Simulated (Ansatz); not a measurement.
# TiAl3: the cost of one run

Program: Ansatz 0.2.0. Level of theory: DFT PBEsol, scalar-relativistic, plane waves, PAW. These are calculated values, not measurements.

1 further run of the same task is left out (set aside as unsound or not needed).

## 1. The structure to begin with

The structure is cubic, space group Pm-3m (No. 221). Conventional cell: a = 3.948 Å, b = 3.948 Å, c = 3.948 Å, α = 90.00°, β = 90.00°, γ = 90.00°. Ti (site symmetry m-3m) has 12 Al at 2.79 Å as nearest neighbours. Al (site symmetry 4/mmm) is surrounded by 8 Al at 2.79 Å and 4 Ti at 2.79 Å.

Structure file:

```xyz
4
Lattice="3.9483 0.0000 0.0000 0.0000 3.9483 0.0000 0.0000 0.0000 3.9483" Properties=species:S:1:pos:R:3 pbc="T T T"
Ti    0.0000    0.0000    0.0000
Al    1.9742    1.9742    0.0000
Al    1.9742    0.0000    1.9742
Al    0.0000    1.9742    1.9742
```

It goes back to an entry of the Materials Project, which need not be the stable form.

This cell was relaxed beforehand with the same method: volume 15.39 Å³/atom, gap on the mesh none (metal).

## 2. Static run: bands, density of states and charges

Input file input.yaml:

```yaml
crystal:
  lattice:
    - [3.9483448104, 0.0, 0.0]
    - [0.0, 3.9483448104, 0.0]
    - [0.0, 0.0, 3.9483448104]
  atoms:
    - { symbol: Ti, position: [0.0, 0.0, 0.0] }
    - { symbol: Al, position: [0.5, 0.5, 0.0] }
    - { symbol: Al, position: [0.5, 0.0, 0.5] }
    - { symbol: Al, position: [0.0, 0.5, 0.5] }
basis:
  ecutwfc: 420
kpoints:
  mp_grid: { grid: [10, 10, 10] }
  band_path:
    path:
      - [[0.0, 0.0, 0.0], [0.0, 0.5, 0.0], [0.5, 0.5, 0.0], [0.0, 0.0, 0.0], [0.5, 0.5, 0.5], [0.0, 0.5, 0.0]]
      - [[0.5, 0.5, 0.5], [0.5, 0.5, 0.0]]
    npoints: 14
hamiltonian:
  xc: pbesol
scf:
  occupations: { method: gaussian, width: 0.1 }
  n_extra_bands: 10
output:
  forces: true
  stress: true
  eigenvalues: true
  populations: true
  dos: { projected: true, de: 0.02, nscf_kmesh: { grid: [15, 15, 15] } }
  bader: true
  write_density: true
  write_potential: true
  elf: true
  volumetric_format: npy
```

The run is started by

```
$ ansatz run input.yaml --threads 1 --pin off --max-ram 2560MiB --backend cpu --events-out ev --progress --plain --runs-dir out
```

Q: Estimate wall time and peak memory on 1 thread of Intel Xeon Platinum 8259CL at 2.50GHz (Skylake/Cascade Lake), shared host.

About 51 s, with a peak of 0.43 GiB.
